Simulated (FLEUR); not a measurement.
# Si (Fd-3m) in FLEUR: further runs

Aim: see how the results for Si move with the level of theory and the settings. Levels: PBE0, HSE06, PBE. Tasks: single point.

Program: FLEUR, more than one build. These are calculated values, not measurements. Logs are shortened: lines on timing, memory, paths and dates and some standing lists are left out, and cuts for length are marked.

## Step 1: The structure

It takes space group Fd-3m (No. 227, cubic). The conventional cell has a = 5.444 Å, b = 5.444 Å, c = 5.444 Å, α = 90.00°, β = 90.00°, γ = 90.00°. Si (site symmetry -43m) is surrounded by 4 Si at 2.36 Å.

## Step 2: Single point, PBE0

inp.xml reads:

```xml
<?xml version="1.0" encoding="UTF-8" standalone="no"?>
<fleurInput fleurInputVersion="0.39">
   <comment>
      Si                                                                                                  
   </comment>
   <calculationSetup>
      <cutoffs Kmax="4.03" Gmax="12.5" GmaxXC="12.5" numbands="40"/>
      <scfLoop itmax="30" minDistance="0.0001" maxIterBroyd="15" imix="Anderson" alpha="0.05" precondParam="0.0" spinf="2.0"/>
      <coreElectrons ctail="T" frcor="F" kcrel="0" coretail_lmax="0"/>
      <xcFunctional name="pbe0" relativisticCorrections="F"/>
      <magnetism jspins="1"/>
      <prodBasis gcutm="3.0" bands="36" tolerance="0.0001" lexp="16" ewaldlambda="3"/>
      <soc l_soc="F" theta="0.0" phi="0.0" spav="F"/>
      <expertModes spex="0" secvar="F"/>
      <geometryOptimization l_f="F" forcealpha="1.0" forcemix="BFGS" epsdisp="0.00001" epsforce="0.00001"/>
      <ldaU l_linMix="F" mixParam="0.05" spinf="1.0"/>
   </calculationSetup>
   <cell>
      <bzIntegration valenceElectrons="24.0" mode="hist" fermiSmearingEnergy="0.00183747">
         <kPointListSelection listName="default-1"/>
         <!-- k-points included here -->
         <xi:include xmlns:xi="http://www.w3.org/2001/XInclude" href="kpts.xml"> </xi:include>
      </bzIntegration>
      <!-- symmetry operations included here -->
      <xi:include xmlns:xi="http://www.w3.org/2001/XInclude" href="sym.xml"> </xi:include>
      <bulkLattice scale="1.0">
         <bravaisMatrix>
            <row-1>    0.0000000000000000     5.1435532944025564     5.1435532944025564</row-1>
            <row-2>    5.1435532944025564     0.0000000000000000     5.1435532944025564</row-2>
            <row-3>    5.1435532944025564     5.1435532944025564     0.0000000000000000</row-3>
         </bravaisMatrix>
      </bulkLattice>
   </cell>
   <atomSpecies>
      <species name="Silicon (Si)" element="Si" atomicNumber="14">
         <mtSphere radius="2.06" gridPoints="681" logIncrement="0.017"/>
         <atomicCutoffs lmax="8" lnonsphr="6"/>
         <electronConfig flipSpins="F">
            <coreConfig>(1s1/2)</coreConfig>
            <valenceConfig>(2s1/2) (2p1/2) (2p3/2) (3s1/2) (3p1/2) (3p3/2)</valenceConfig>
            <stateOccupation state="(3p1/2)" spinUp="0.333333" spinDown="0.333333"/>
            <stateOccupation state="(3p3/2)" spinUp="0.666667" spinDown="0.666667"/>
         </electronConfig>
         <energyParameters s="3" p="3" d="3" f="4"/>
         <prodBasis lcutm="4" lcutwf="8" select="4 0 4 2"/>
         <lo type="SCLO" l="0" n="2" eDeriv="0"/>
         <lo type="SCLO" l="1" n="2" eDeriv="0"/>
         <lo type="SCLO" l="2" n="3" eDeriv="2"/>
         <lo type="SCLO" l="3" n="4" eDeriv="2"/>
      </species>
   </atomSpecies>
   <atomGroups>
      <atomGroup species="Silicon (Si)">
         <relPos label="                   1">3.000/8.000 3.000/8.000 3.000/8.000</relPos>
         <relPos label="                   2">-3.000/8.000 -3.000/8.000 -3.000/8.000</relPos>
         <force calculate="T" relaxXYZ="TTT"/>
      </atomGroup>
   </atomGroups>
   <output dos="F" band="F" slice="F">
      <checks vchk="F" cdinf="F"/>
      <bandDOS minEnergy="-.5*Htr" maxEnergy="0.5*Htr" sigma="0.015" storeEVData="T"/>
      <vacuumDOS vacdos="F" integ="F" star="F" nstars="0" locx1="0.0" locy1="0.0" locx2="0.0" locy2="0.0" nstm="0" tworkf="0.0"/>
      <unfoldingBand unfoldBand="F" supercellX="1" supercellY="1" supercellZ="1"/>
      <plotting iplot="0" polar="F">
         <plot TwoD="T" vec1="  1.0  0.0  0.0" vec2="  0.0  1.0  0.0" vec3="  0.0  0.0  1.0" zero="  0.0  0.0  0.0" file="plot"/>
      </plotting>
      <chargeDensitySlicing numkpt="0" minEigenval="0.0" maxEigenval="0.0" nnne="0" pallst="F"/>
      <specialOutput eonly="F"/>
      <magneticCircularDichroism mcd="F" energyLo="-10.0" energyUp="0.0"/>
   </output>
  <!-- We include the file relax.xml here to enable relaxations (see documentation) -->
  <xi:include xmlns:xi="http://www.w3.org/2001/XInclude" href="relax.xml"> <xi:fallback/> </xi:include>
</fleurInput>
```

crystal.txt reads:

```
Si
&input cartesian=F /
0.0000000000  2.7218511865  2.7218511865
2.7218511865  0.0000000000  2.7218511865
2.7218511865  2.7218511865  0.0000000000
1.8897261246
1.0 1.0 1.0

2
14 0.5000000000  0.5000000000  0.5000000000
14 0.7500000000  0.7500000000  0.7500000000

&kpt div1=4 div2=4 div3=4 gamma=T /
```

Potentials or basis: all-electron, FLAPW.

Launch:

```sh
inpgen -f crystal.txt -profile fastHighL; OMP_NUM_THREADS=2 fleur -warn_only
```

What it wrote:

```text
Welcome to FLEUR        (www.flapw.de)
      MaX-Release 8.1          (www.max-centre.eu)
************FLEUR-Warning*****************
Error message: Hybrid calculations should always use HDF5
*****************************************
 bands (prodBasis in inp.xml) is read and not used: the non-local exchange is built in the LAPW basis itself, without a cut in the bands.

 ========== k-point set info ==========
 Selected k-point list: default-1
 k-point list type: mesh
 4 x 4 x 4
 Number of k points: 8

 ------------Calculation Setup---------------------------
 Number of OMP-threads    :            2
 Number of basis functions:          364
 Approximate size of matrices (H+S) per k-point:         0.002 GB
 --------------------------------------------------------
 Iteration:           1  Distance:   8.2690138059535396       hyb distance:  -1.0000000000000000
 Iteration:           2  Distance:   7.8086743834651928       hyb distance:   8.2690138059535396
 Iteration:           3  Distance:  0.93126236878685520       hyb distance:   7.8086743834651928
 Iteration:           4  Distance:  0.50053535607119104       hyb distance:  0.93126236878685520
 Iteration:           5  Distance:  0.21736704181846928       hyb distance:  0.50053535607119104
 Iteration:           6  Distance:   1.7986681577106391E-002  hyb distance:  0.21736704181846928
 Iteration:           7  Distance:   1.5170707732749559E-002  hyb distance:   1.7986681577106391E-002
 Iteration:           8  Distance:   1.6979749105859615E-003  hyb distance:   1.5170707732749559E-002
 Iteration:           9  Distance:   2.3155233595705828E-003  hyb distance:   1.6979749105859615E-003
 Iteration:          10  Distance:   1.6307847006532441E-004  hyb distance:   2.3155233595705828E-003
 Iteration:          11  Distance:   1.7085717675574208E-005  hyb distance:   1.6307847006532441E-004
 iterHF =    1
 start of coulomb calculation
 coulomb pw-loop nk: (1/8)
 coulomb pw-loop nk: (2/8)
 coulomb pw-loop nk: (3/8)
 coulomb pw-loop nk: (4/8)
 coulomb pw-loop nk: (5/8)
 coulomb pw-loop nk: (6/8)
 coulomb pw-loop nk: (7/8)
 coulomb pw-loop nk: (8/8)
 kpoint=            1
 calculate new HF matrix
 exchange_valence_hf
 Divergence:   2.4130640401734422
 core exchange calculation
 kpoint=            2
 exchange_valence_hf
 core exchange calculation
 kpoint=            3
 exchange_valence_hf
 core exchange calculation
 kpoint=            4
 exchange_valence_hf
 core exchange calculation
 kpoint=            5
 exchange_valence_hf
 core exchange calculation
 kpoint=            6
 exchange_valence_hf
 core exchange calculation
 kpoint=            7
 exchange_valence_hf
 core exchange calculation
 kpoint=            8
 exchange_valence_hf
 core exchange calculation
 Reset of history
 Iteration:           0  Distance:   1.0784444266926170       hyb distance:   1.7085717675574208E-005
 Iteration:           1  Distance:   1.0141476821045958       hyb distance:   1.0784444266926170
 Iteration:           2  Distance:   7.1871727184792983E-002  hyb distance:   1.0141476821045958
 Iteration:           3  Distance:   5.8431519004582943E-003  hyb distance:   7.1871727184792983E-002
 Iteration:           4  Distance:   6.7589545257516707E-003  hyb distance:   5.8431519004582943E-003
 Iteration:           5  Distance:   4.1649109999206715E-004  hyb distance:   6.7589545257516707E-003
 Iteration:           6  Distance:   3.9586690887746735E-005  hyb distance:   4.1649109999206715E-004
 Iteration:           7  Distance:  0.29845394496433048       hyb distance:   3.9586690887746735E-005
 iterHF =    2
 start of coulomb calculation
 coulomb pw-loop nk: (1/8)
 coulomb pw-loop nk: (2/8)
 coulomb pw-loop nk: (3/8)
 coulomb pw-loop nk: (4/8)
 coulomb pw-loop nk: (5/8)
 coulomb pw-loop nk: (6/8)
 coulomb pw-loop nk: (7/8)
 coulomb pw-loop nk: (8/8)
 kpoint=            1
 calculate new HF matrix
 exchange_valence_hf
 core exchange calculation
 kpoint=            2
 exchange_valence_hf
 core exchange calculation
 kpoint=            3
 exchange_valence_hf
 core exchange calculation
 kpoint=            4
 exchange_valence_hf
 core exchange calculation
 kpoint=            5
 exchange_valence_hf
 core exchange calculation
 kpoint=            6
 exchange_valence_hf
 core exchange calculation
 kpoint=            7
 exchange_valence_hf
 core exchange calculation
 kpoint=            8
 exchange_valence_hf
 core exchange calculation
 Reset of history
 Iteration:           0  Distance:  0.26405454430307029       hyb distance:  0.29845394496433048
 Iteration:           1  Distance:  0.24892209665416709       hyb distance:  0.26405454430307029
 Iteration:           2  Distance:   1.8071491902836308E-002  hyb distance:  0.24892209665416709
 Iteration:           3  Distance:   1.0021589200256518E-003  hyb distance:   1.8071491902836308E-002
 Iteration:           4  Distance:   1.2063449089885559E-003  hyb distance:   1.0021589200256518E-003
 Iteration:           5  Distance:   2.3565418814070973E-004  hyb distance:   1.2063449089885559E-003
 Iteration:           6  Distance:   6.5714053282149263E-006  hyb distance:   2.3565418814070973E-004
 Iteration:           7  Distance:   5.0679841545674696E-002  hyb distance:   6.5714053282149263E-006
 iterHF =    3
 start of coulomb calculation
 coulomb pw-loop nk: (1/8)
 coulomb pw-loop nk: (2/8)
 coulomb pw-loop nk: (3/8)
 coulomb pw-loop nk: (4/8)
 coulomb pw-loop nk: (5/8)
 coulomb pw-loop nk: (6/8)
 coulomb pw-loop nk: (7/8)
 coulomb pw-loop nk: (8/8)
 kpoint=            1
 calculate new HF matrix
 exchange_valence_hf
 core exchange calculation
 kpoint=            2
 exchange_valence_hf
 core exchange calculation
 kpoint=            3
 exchange_valence_hf
 core exchange calculation
 kpoint=            4
 exchange_valence_hf
 core exchange calculation
 kpoint=            5
 exchange_valence_hf
 core exchange calculation
 kpoint=            6
 exchange_valence_hf
 core exchange calculation
 kpoint=            7
 exchange_valence_hf
 core exchange calculation
 kpoint=            8
 exchange_valence_hf
 core exchange calculation
 Reset of history
 Iteration:           0  Distance:   5.6585988389872069E-002  hyb distance:   5.0679841545674696E-002
 Iteration:           1  Distance:   5.3241377870193417E-002  hyb distance:   5.6585988389872069E-002
 Iteration:           2  Distance:   4.5528725242813557E-003  hyb distance:   5.3241377870193417E-002
 Iteration:           3  Distance:   3.3935928692451265E-004  hyb distance:   4.5528725242813557E-003
 Iteration:           4  Distance:   1.2443324740382740E-004  hyb distance:   3.3935928692451265E-004
 Iteration:           5  Distance:   4.4622652447499409E-005  hyb distance:   1.2443324740382740E-004
 Iteration:           6  Distance:   5.7688354573655135E-003  hyb distance:   4.4622652447499409E-005
 iterHF =    4
 start of coulomb calculation
 coulomb pw-loop nk: (1/8)
 coulomb pw-loop nk: (2/8)
 coulomb pw-loop nk: (3/8)
 coulomb pw-loop nk: (4/8)
 coulomb pw-loop nk: (5/8)
 coulomb pw-loop nk: (6/8)
 coulomb pw-loop nk: (7/8)
 coulomb pw-loop nk: (8/8)
 kpoint=            1
 calculate new HF matrix
 exchange_valence_hf
 core exchange calculation
 kpoint=            2
 exchange_valence_hf
 core exchange calculation
 kpoint=            3
 exchange_valence_hf
 core exchange calculation
 kpoint=            4
 exchange_valence_hf
 core exchange calculation
 kpoint=            5
 exchange_valence_hf
 core exchange calculation
 kpoint=            6
 exchange_valence_hf
 core exchange calculation
 kpoint=            7
 exchange_valence_hf
 core exchange calculation
 kpoint=            8
 exchange_valence_hf
 core exchange calculation
 Reset of history
 Iteration:           0  Distance:   6.2165776637502250E-003  hyb distance:   5.7688354573655135E-003
 Iteration:           1  Distance:   5.8601395790217285E-003  hyb distance:   6.2165776637502250E-003
 Iteration:           2  Distance:   3.9365452461975314E-004  hyb distance:   5.8601395790217285E-003
 Iteration:           3  Distance:   2.9546464507491781E-005  hyb distance:   3.9365452461975314E-004
 Iteration:           4  Distance:   1.1603672658098013E-003  hyb distance:   2.9546464507491781E-005
 iterHF =    5
 start of coulomb calculation
 coulomb pw-loop nk: (1/8)
 coulomb pw-loop nk: (2/8)
 coulomb pw-loop nk: (3/8)
 coulomb pw-loop nk: (4/8)
 coulomb pw-loop nk: (5/8)
 coulomb pw-loop nk: (6/8)
 coulomb pw-loop nk: (7/8)
 coulomb pw-loop nk: (8/8)
 kpoint=            1
 calculate new HF matrix
 exchange_valence_hf
[... 27 lines left out ...]
 Iteration:           4  Distance:   4.9734845559983303E-004  hyb distance:   6.9303594275194142E-006
 iterHF =    6
 start of coulomb calculation
 coulomb pw-loop nk: (1/8)
 coulomb pw-loop nk: (2/8)
 coulomb pw-loop nk: (3/8)
 coulomb pw-loop nk: (4/8)
 coulomb pw-loop nk: (5/8)
 coulomb pw-loop nk: (6/8)
 coulomb pw-loop nk: (7/8)
 coulomb pw-loop nk: (8/8)
 kpoint=            1
 calculate new HF matrix
 exchange_valence_hf
 core exchange calculation
 kpoint=            2
 exchange_valence_hf
 core exchange calculation
 kpoint=            3
 exchange_valence_hf
 core exchange calculation
 kpoint=            4
 exchange_valence_hf
 core exchange calculation
 kpoint=            5
 exchange_valence_hf
 core exchange calculation
 kpoint=            6
 exchange_valence_hf
 core exchange calculation
 kpoint=            7
 exchange_valence_hf
 core exchange calculation
 kpoint=            8
 exchange_valence_hf
 core exchange calculation
 Reset of history
 Iteration:           0  Distance:   4.9794752100318189E-004  hyb distance:   4.9734845559983303E-004
 Iteration:           1  Distance:   4.6933354450958331E-004  hyb distance:   4.9794752100318189E-004
 Iteration:           2  Distance:   3.3417742405026854E-005  hyb distance:   4.6933354450958331E-004
 Iteration:           3  Distance:   1.0027157700248525E-004  hyb distance:   3.3417742405026854E-005
 iterHF =    7
 start of coulomb calculation
 coulomb pw-loop nk: (1/8)
 coulomb pw-loop nk: (2/8)
 coulomb pw-loop nk: (3/8)
 coulomb pw-loop nk: (4/8)
 coulomb pw-loop nk: (5/8)
 coulomb pw-loop nk: (6/8)
 coulomb pw-loop nk: (7/8)
 coulomb pw-loop nk: (8/8)
 kpoint=            1
 calculate new HF matrix
 exchange_valence_hf
 core exchange calculation
 kpoint=            2
 exchange_valence_hf
 core exchange calculation
 kpoint=            3
 exchange_valence_hf
 core exchange calculation
 kpoint=            4
 exchange_valence_hf
 core exchange calculation
 kpoint=            5
 exchange_valence_hf
 core exchange calculation
 kpoint=            6
 exchange_valence_hf
 core exchange calculation
 kpoint=            7
 exchange_valence_hf
 core exchange calculation
 kpoint=            8
 exchange_valence_hf
 core exchange calculation
 Reset of history
 Iteration:           0  Distance:   1.0311436364515703E-004  hyb distance:   1.0027157700248525E-004
 Iteration:           1  Distance:   9.7006718360783658E-005  hyb distance:   1.0311436364515703E-004
 Iteration:           2  Distance:   1.4559940154082856E-005  hyb distance:   9.7006718360783658E-005
 iterHF =    8
 start of coulomb calculation
 coulomb pw-loop nk: (1/8)
 coulomb pw-loop nk: (2/8)
 coulomb pw-loop nk: (3/8)
 coulomb pw-loop nk: (4/8)
 coulomb pw-loop nk: (5/8)
 coulomb pw-loop nk: (6/8)
 coulomb pw-loop nk: (7/8)
 coulomb pw-loop nk: (8/8)
 kpoint=            1
 calculate new HF matrix
 exchange_valence_hf
 core exchange calculation
 kpoint=            2
 exchange_valence_hf
 core exchange calculation
 kpoint=            3
 exchange_valence_hf
 core exchange calculation
 kpoint=            4
 exchange_valence_hf
 core exchange calculation
 kpoint=            5
 exchange_valence_hf
 core exchange calculation
 kpoint=            6
 exchange_valence_hf
 core exchange calculation
 kpoint=            7
 exchange_valence_hf
 core exchange calculation
 kpoint=            8
 exchange_valence_hf
 core exchange calculation
 Reset of history
 Iteration:           0  Distance:   1.3504648802109314E-005  hyb distance:   1.4559940154082856E-005

 ********************************************************************
 Run finished successfully
 Stop message:
   all done
 ********************************************************************
```

Wall time 5.3 min (2 threads of Intel Xeon Platinum 8488C (Sapphire Rapids), shared host); peak memory 0.1 GiB.

Results:

```
Free energy                                           : -15785.7129 eV
Band gap on the k mesh                                : 2.06 eV, indirect (least direct gap 4.08 eV)
Valence electrons inside the program's atomic spheres : Si 9.92 (radii Si 2.06 bohr)
```

Levels at points of the mesh, in eV from the valence-band top:
```csv
k point,band 9,band 10,band 11,band 12,band 13,band 14,band 15,band 16,band 17
"(0.00, 0.00, 0.00)",-13.27,0.00,0.00,0.00,4.08,4.08,4.08,5.05,9.53
"(0.00, 0.00, 0.50)",-10.69,-7.71,-1.31,-1.31,3.00,4.90,4.90,9.36,12.54
"(0.00, 0.50, 0.50)",-8.67,-8.67,-3.14,-3.14,2.06,2.06,12.23,12.23,12.97
```

Core levels (eV from the Fermi level):
| atom | levels |
| --- | --- |
| 1 Si | 1s1/2 -1778.8 |
| 2 Si | 1s1/2 -1778.8 |

Caveat: the k mesh is coarse (spacing up to 0.50 Å⁻¹), so the values aren't converged, least of all with exact exchange; core states are solved in the semilocal potential.

## Step 3: Single point, HSE06

Changes to inp.xml since step 2:

```diff
@@ -9,3 +9,3 @@
       <coreElectrons ctail="T" frcor="F" kcrel="0" coretail_lmax="0"/>
-      <xcFunctional name="pbe0" relativisticCorrections="F"/>
+      <xcFunctional name="hse" relativisticCorrections="F"/>
       <magnetism jspins="1"/>
```

crystal.txt is that of step 2.

Potentials or basis: all-electron, FLAPW.

Launch:

```sh
inpgen -f crystal.txt -profile fastHighL; OMP_NUM_THREADS=2 fleur -warn_only
```

It took 3.6 min on 2 threads of Intel Xeon 6975P-C (Granite Rapids), shared host; peak memory 0.14 GiB.

The run converged. Its results:

- Free energy: -15785.3221 eV
- Band gap on the k mesh: 1.33 eV, indirect (least direct gap 3.34 eV)
- Valence electrons inside the program's atomic spheres: Si 9.92 (radii Si 2.06 bohr)

Levels at points of the mesh, in eV from the valence-band top:
| k point | band 10 | band 11 | band 12 | band 13 | band 14 | band 15 |
| --- | --- | --- | --- | --- | --- | --- |
| (0.00, 0.00, 0.00) | 0.00 | 0.00 | 0.00 | 3.34 | 3.34 | 3.34 |
| (0.00, 0.00, 0.50) | -7.65 | -1.30 | -1.30 | 2.26 | 4.15 | 4.15 |
| (0.00, 0.50, 0.50) | -8.61 | -3.11 | -3.11 | 1.33 | 1.33 | 11.45 |

Core levels (eV from the Fermi level):
```csv
atom,levels
1 Si,1s1/2 -1779.2
2 Si,1s1/2 -1779.2
```

Caveat: the k mesh is coarse (spacing up to 0.50 Å⁻¹), so the values aren't converged, least of all with exact exchange; core states are solved in the semilocal potential. A k mesh can miss the band edges.

## Step 4: Single point, PBE

Changes to inp.xml since step 3:

```diff
@@ -6,8 +6,7 @@
    <calculationSetup>
-      <cutoffs Kmax="4.03" Gmax="12.5" GmaxXC="12.5" numbands="40"/>
-      <scfLoop itmax="30" minDistance="0.0001" maxIterBroyd="15" imix="Anderson" alpha="0.05" precondParam="0.0" spinf="2.0"/>
+      <cutoffs Kmax="4.03" Gmax="12.5" GmaxXC="12.5" numbands="0"/>
+      <scfLoop itmax="60" minDistance="0.00001" maxIterBroyd="15" imix="Anderson" alpha="0.05" precondParam="0.0" spinf="2.0"/>
       <coreElectrons ctail="T" frcor="F" kcrel="0" coretail_lmax="0"/>
-      <xcFunctional name="hse" relativisticCorrections="F"/>
+      <xcFunctional name="pbe" relativisticCorrections="F"/>
       <magnetism jspins="1"/>
-      <prodBasis gcutm="3.0" bands="36" tolerance="0.0001" lexp="16" ewaldlambda="3"/>
       <soc l_soc="F" theta="0.0" phi="0.0" spav="F"/>
@@ -44,3 +43,2 @@
          <energyParameters s="3" p="3" d="3" f="4"/>
-         <prodBasis lcutm="4" lcutwf="8" select="4 0 4 2"/>
          <lo type="SCLO" l="0" n="2" eDeriv="0"/>
```

crystal.txt is that of step 3.

Launch:

```sh
inpgen -f crystal.txt -profile fastHighL; OMP_NUM_THREADS=2 fleur
```

Wall time 2.9 s (2 threads of Intel Xeon 6975P-C (Granite Rapids), shared host); peak memory 0.04 GiB.

It converged, with:

```yaml
Free_energy: -15784.3515 eV
Band_gap_on_the_k_mesh: 0.71 eV, indirect (least direct gap 2.54 eV)
Valence_electrons_inside_the_program's_atomic_spheres: Si 9.93 (radii Si 2.06 bohr)
```

Levels at points of the mesh, in eV from the valence-band top:
```csv
k point,band 9,band 10,band 11,band 12,band 13,band 14,band 15,band 16,band 17
"(0.00, 0.00, 0.00)",-11.92,0.00,0.00,0.00,2.54,2.54,2.54,3.29,7.70
"(0.00, 0.00, 0.50)",-9.61,-6.95,-1.20,-1.20,1.51,3.32,3.32,7.71,10.52
"(0.00, 0.50, 0.50)",-7.80,-7.80,-2.84,-2.84,0.71,0.71,10.05,10.05,10.95
```

Core levels (eV from the Fermi level):
```
atom         levels
1 Si  1s1/2 -1780.2
2 Si  1s1/2 -1780.2
```

Caveat: the k mesh is coarse (spacing up to 0.50 Å⁻¹), so the values aren't converged. Expect the measured gap to be larger: semilocal functionals such as PBE lack the derivative discontinuity.

(Continued in part 2 of 2.)
